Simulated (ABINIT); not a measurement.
CuO (Tenorite):

```
CELL_PARAMETERS angstrom
2.34185 -1.71130 0.00000
2.34185 1.71130 0.00000
-0.85003 0.00000 5.05787
ATOMIC_POSITIONS crystal
Cu 0.50000 0.00000 0.50000
Cu 0.00000 0.50000 0.00000
O 0.41840 0.58160 0.75000
O 0.58160 0.41840 0.25000
```

Program: ABINIT 10.8.3 (patched build). Alike in all runs: task single point; no spin polarisation; cell as given; k mesh 8 × 8 × 4; smearing fermi-dirac 0.05 eV.

**Question.** Order these runs on this cell by their pressure, lowest first.
A. level PBE; potentials or basis PseudoDojo NC SR PBE v0.4.1 standard; cutoff (eV) 1252
B. level LDA; potentials or basis PseudoDojo NC SR LDA v0.4.1 standard; cutoff (eV) 1252
C. level PBEsol; potentials or basis PseudoDojo NC SR PBEsol v0.4 stringent; cutoff (eV) 1306

**Answer.** B (-9.7 GPa), C (-3.7 GPa), A (5.5 GPa).

Caveats: the run has no spin polarisation, though such a crystal can be magnetic.

Not every run made on this cell is shown here.
